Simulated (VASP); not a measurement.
A run of VASP 6.6.1 is set up as follows.

Contents of INCAR:

```
SYSTEM = Mo
ALGO = Fast
EDIFF = 1E-7
EDIFFG = -0.002
ENCUT = 520
GGA = PE
IBRION = 2
ISIF = 3
ISMEAR = 0
LASPH = .TRUE.
LCHARG = .FALSE.
LREAL = .FALSE.
LWAVE = .FALSE.
NELM = 60
NSW = 80
PREC = Accurate
SIGMA = 0.1
```

KPOINTS

```
k-points
0
G
  6 6 6
  0 0 0
```

File POSCAR:

```
Mo
1.0
   -1.5734150000      1.5734150000      1.5734150000
    1.5734150000     -1.5734150000      1.5734150000
    1.5734150000      1.5734150000     -1.5734150000
Mo
1
Direct
    0.0000000000      0.0000000000      0.0000000000
```

Potentials or basis: VASP PAW PBE potentials, release 64 (Mo_sv).

Command:

```sh
$ cat potpaw_PBE.64/Mo_sv/POTCAR > POTCAR
$ mpirun -np 1 vasp_std > vasp.out
```

**Question.** Predict the space group after relaxing (to 0.05 Å).

**Answer.** Im-3m (No. 229).

**Question.** Predict the relaxed cell.

**Answer.** a = 2.738 Å, b = 2.738 Å, c = 2.738 Å, α = 109.47°, β = 109.47°, γ = 109.47°.

**Question.** Predict the relaxed volume.

**Answer.** 15.80 Å³/atom.

**Question.** Predict the band gap on the k mesh.

**Answer.** None (metal or under the smearing width).

Step by step:
| step | energy change (eV) | largest force (eV/Å) | pressure (GPa) | volume (Å³) |
| --- | --- | --- | --- | --- |
| 1 | 0.0000 | 0.0000 | 3.74 | 15.58 |
| 2 | 0.0163 | 0.0000 | -9.35 | 16.42 |
| 3 | -0.0025 | 0.0000 | -0.05 | 15.80 |
| 4 | -0.0025 | 0.0000 | 0.03 | 15.79 |
| 5 | -0.0025 | 0.0000 | 0.03 | 15.79 |
| 6 | -0.0025 | 0.0000 | 0.03 | 15.79 |
| 7 | -0.0025 | 0.0000 | 0.02 | 15.79 |
| 8 | -0.0025 | 0.0000 | 0.02 | 15.79 |
| 9 | -0.0025 | 0.0000 | 0.02 | 15.79 |
| 10 | -0.0025 | 0.0000 | 0.03 | 15.79 |
| 11 | -0.0025 | 0.0000 | 0.03 | 15.79 |
| 12 | -0.0025 | 0.0000 | 0.03 | 15.79 |
| 13 | -0.0025 | 0.0000 | 0.03 | 15.79 |
| 14 | -0.0025 | 0.0000 | 0.03 | 15.79 |
| 15 | -0.0025 | 0.0000 | 0.04 | 15.80 |
| 16 | -0.0025 | 0.0000 | 0.00 | 15.80 |

Caveat: the k mesh is coarse (spacing up to 0.47 Å⁻¹), so the values aren't converged. PBE usually gives volumes a little too large and moduli too small.
